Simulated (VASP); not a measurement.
Al, 1 atom in the cell. It takes space group Fm-3m (No. 225, cubic). The conventional cell has a = 4.050 Å, b = 4.050 Å, c = 4.050 Å, α = 90.00°, β = 90.00°, γ = 90.00°. Al (site symmetry m-3m) is surrounded by 12 Al at 2.86 Å. 

| Item | Value |
| --- | --- |
| Program | VASP 6.6.1 |
| Task | relaxation of cell and atoms |
| Functional | HSE06 |
| Potentials or basis | VASP PAW PBE potentials, release 64 (Al) |
| Cutoff | 600 eV |
| k mesh | 6 × 6 × 6 |
| Occupations | fermi-dirac, width 0.05 eV |
| Spin | no spin polarisation |
| Grid for exact exchange (PRECFOCK) | Normal |
| Screening parameter | 0.2 1/A |
| Further INCAR settings | ALGO = Normal; EDIFF = 1e-06; IBRION = 2; EDIFFG = -0.02; NSW = 60; ISIF = 3 |

Potentials or basis: VASP PAW PBE potentials, release 64 (Al).

Run with:

```sh
$ cat potpaw_PBE.64/Al/POTCAR > POTCAR
$ cp INCAR.step1 INCAR
$ mpirun -np 1 vasp_std > vasp.out
$ cp INCAR.step2 INCAR
$ mpirun -np 1 vasp_std > vasp.out
```

Hardware: 1 thread of AMD EPYC 9R14 (Zen 4), with other jobs on the host.

How long does it take, and how much memory?

Run time: 110 s on 1 thread of AMD EPYC 9R14 (Zen 4), with other jobs on the host, peak memory 0.2 GiB. Counts: scf iterations 16, k points 16, ion steps 2.
